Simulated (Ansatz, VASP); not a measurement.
Ca: VASP beside Ansatz

INCAR

```
ALGO     = Normal         # electronic algorithm
EDIFF    = 1E-8           # SCF threshold, eV
ENCUT    = 520            # plane-wave cutoff, eV
GGA      = PS             # functional
ISIF     = 2              # what is computed and relaxed
ISMEAR   = -1             # smearing method
LASPH    = T              # aspherical terms in the spheres
LCHARG   = F              # write CHGCAR
LEFG     = T            
LREAL    = F              # projectors in reciprocal space
LWAVE    = F              # write WAVECAR
NBANDS   = 11             # bands
NELM     = 100            # most SCF steps
PREC     = Accurate       # precision mode
SIGMA    = 0.03           # smearing width, eV
```

The input KPOINTS:

```
k-points
0
Gamma
  11 11 11
```

File POSCAR:

```
Ca
1.0
   -2.2052049036      2.2052049036      2.1961148100
    2.2052049036     -2.2052049036      2.1961148100
    2.2052049036      2.2052049036     -2.1961148100
Ca
1
Direct
    0.5000000000      0.5000000000      0.0000000000
```

Input for Ansatz:

```yaml
crystal:
  lattice:
    - [-2.2052049036, 2.2052049036, 2.19611481]
    - [2.2052049036, -2.2052049036, 2.19611481]
    - [2.2052049036, 2.2052049036, -2.19611481]
  atoms:
    - { symbol: Ca, position: [0.5, 0.5, 0.0] }
kpoints:
  mp_grid: { grid: [11, 11, 11] }
  band_path:
    path:
      - [0.0, 0.0, 0.0]
      - [0.0, 0.0, 0.5]
      - [-0.5, 0.5, 0.5]
      - [0.0, 0.0, 0.0]
      - [0.4979431938, 0.4979431938, -0.4979431938]
      - [-0.4979431938, 0.5020568062, 0.4979431938]
      - [-0.5, 0.5, 0.5]
      - [0.0, 0.0, 0.5]
      - [0.25, 0.25, 0.25]
    npoints: 5
scf:
  occupations: { method: fermi_dirac, width: 0.03 }
hamiltonian:
  xc: pbesol
  pseudopotentials: { kind: paw }
output:
  forces: true
  stress: true
  eigenvalues: true
  efg: { contact_densities: true }
```

Alike in both runs: task electric field gradients; functional PBEsol; k mesh 11 × 11 × 11; occupations fermi-dirac, width 0.03 eV; no spin polarisation.

```csv
,VASP,Ansatz
version,VASP 6.6.1,Ansatz 0.2.0
potentials or method,"VASP PAW PBE potentials, release 64 (Ca_sv)","PAW with Ansatz's default frozen-core files, scalar-relativistic"
plane-wave cutoff (eV),520,420
valence electrons in the cell,10,10
```

|  | VASP | Ansatz | Ansatz less VASP |
| --- | --- | --- | --- |
| pressure (GPa) | -0.8 | -0.9 | 0.00 |
| Vzz of the field gradient on the site that differs most (V/Å²) | 0.3 | 0.3 | -0.01 |

Caveats: the PAW data sets were made with another functional, which shifts forces and pressure a little (VASP).
